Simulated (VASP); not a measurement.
A run of VASP 6.6.1 is set up as follows.

INCAR

```
SYSTEM = GaSb
  ALGO = Normal
  EDIFF = 1E-7
  ENCUT = 520
  GGA = PE
  ISIF = 2
  ISMEAR = -1
  LASPH = .TRUE.
  LCHARG = .FALSE.
  LREAL = .FALSE.
  LWAVE = .FALSE.
  NBANDS = 16
  NELM = 60
  PREC = Accurate
  SIGMA = 0.02
```

The input KPOINTS:

```
k-points
0
G
  8 8 8
  0 0 0
```

Contents of POSCAR:

```
GaSb
1.0
    0.0000000000      3.0658848210      3.0658848210
    3.0658848210      0.0000000000      3.0658848210
    3.0658848210      3.0658848210      0.0000000000
Ga Sb
1 1
Direct
    0.0000000000      0.0000000000      0.0000000000
    0.2500000000      0.2500000000      0.2500000000
```

Potentials or basis: VASP PAW PBE potentials, release 64 (Ga_d, Sb).

Command:

```bash
$ cat potpaw_PBE.64/Ga_d/POTCAR potpaw_PBE.64/Sb/POTCAR > POTCAR
$ mpirun -np 1 vasp_std > vasp.out
```

(1) Predict the band gap on the k mesh.

(2) Estimate the pressure.

Answers

(1) zero (filled and empty bands touch).

(2) 2.1 GPa.

Caveat: spin-orbit coupling is left out, which moves the levels of the heavy elements.

**The experiment to reproduce.**

From a printed reference work, data compilation, for a bulk crystal of GaSb at 4.2 K: band gap 0.811 eV (direct).

Against the measured gap of GaSb, 0.811 eV (direct; 4.2 K; a printed reference work, data compilation), the calculated 0.00 eV is off by -0.81 eV. Spin-orbit coupling on Ga, Sb is left out. The value is that of PBE on a finite k mesh, which can miss the band edges, without temperature or zero-point motion. Semilocal functionals fall short of measured gaps as a rule.
